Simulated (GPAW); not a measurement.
## Li2Se in GPAW: convergence with plane-wave cutoff (eV)

Li2Se:

```
Se Li
1.0
     0.00000    3.00250    3.00250
     3.00250    0.00000    3.00250
     3.00250    3.00250    0.00000
Se Li
1 2
Direct
  0.00000 0.00000 0.00000
  0.75000 0.75000 0.75000
  0.25000 0.25000 0.25000
```

| Quantity | Value |
| --- | --- |
| Program | GPAW 26.7.0 |
| Task | convergence study |
| Functional | LDA |
| Potentials or basis | the program's PAW data sets (release 1.2.1) made for this functional |
| Cutoff | 300 eV |
| Basis | pw |
| k mesh | 8 × 8 × 8 |
| Occupations | fermi-dirac, width 0.05 eV |
| Spin | no spin polarisation |

These are the settings of the first run; the series varies plane-wave cutoff (eV), with any setting tied to it.

Hardware: 1 thread of Arm Neoverse V2 (shared host).

Question: The values tried are 300, 350, 400, 500, 600, 700, 800, 1000, 1200, loosest first. From which on does the energy stay within 1 meV/atom of the tightest run that finished?

Answer: From 500 on.

| plane-wave cutoff (eV) | energy less the tightest run, at zero smearing (meV/atom) | pressure (GPa) | SCF cycles | CPU time (s) | peak memory (GiB) |
| --- | --- | --- | --- | --- | --- |
| 300 | 7.48 | -2.21 | 9 | 4.7 | 0.13 |
| 350 | 5.45 | -2.20 | 9 | 4.5 | 0.13 |
| 400 | 3.54 | -2.20 | 9 | 4.7 | 0.13 |
| 500 | 0.92 | -2.16 | 9 | 8.5 | 0.14 |
| 600 | 0.27 | -2.12 | 9 | 8.9 | 0.15 |
| 700 | 0.22 | -2.12 | 9 | 12 | 0.16 |
| 800 | 0.14 | -2.12 | 9 | 14 | 0.17 |
| 1000 | 0.02 | -2.12 | 9 | 15 | 0.2 |
| 1200 | 0.00 | -2.12 | 9 | 27 | 0.23 |

Against the tightest run, the pressure stays within 0.1 GPa from 300 on. The tightest run that finished is the yardstick and may itself not be fully converged.
